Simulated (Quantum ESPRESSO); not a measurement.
Crystal: In.

```
In
1.0
    -1.62547    1.62547    2.47370
     1.62547   -1.62547    2.47370
     1.62547    1.62547   -2.47370
In
1
Direct
  0.00000 0.00000 0.00000
```

```yaml
Program: Quantum ESPRESSO 7.5
Task: single point
Functional: PBEsol
Potentials_or_basis: GBRV 1.5 PBEsol
Cutoff: 762 eV
Density_cutoff: 6095 eV
k_mesh: 11 × 11 × 11
Occupations: fermi-dirac, width 0.05 eV
Spin: no spin polarisation
```

On this cell: pressure -1.1 GPa; band gap on the k mesh none (metal or under the smearing width).

The same run follows on a disturbed copy (cell strained at random at fixed volume):

```xyz
1
Lattice="-1.6430 1.5768 2.4321 1.6580 -1.6318 2.4781 1.6520 1.6408 -2.4682" Properties=species:S:1:pos:R:3 pbc="T T T"
In    0.0192   -0.0186   -0.0129
```

Q: What changes?

A: The energy (extrapolated to zero smearing) moves by +1.6 meV/atom; pressure -1.1 GPa; band gap on the k mesh none (metal or under the smearing width).

Stress tensor (GPa, compression positive):
```
-1.35 -0.01 -0.01
-0.01 -0.39  0.23
-0.01  0.23 -1.55
```
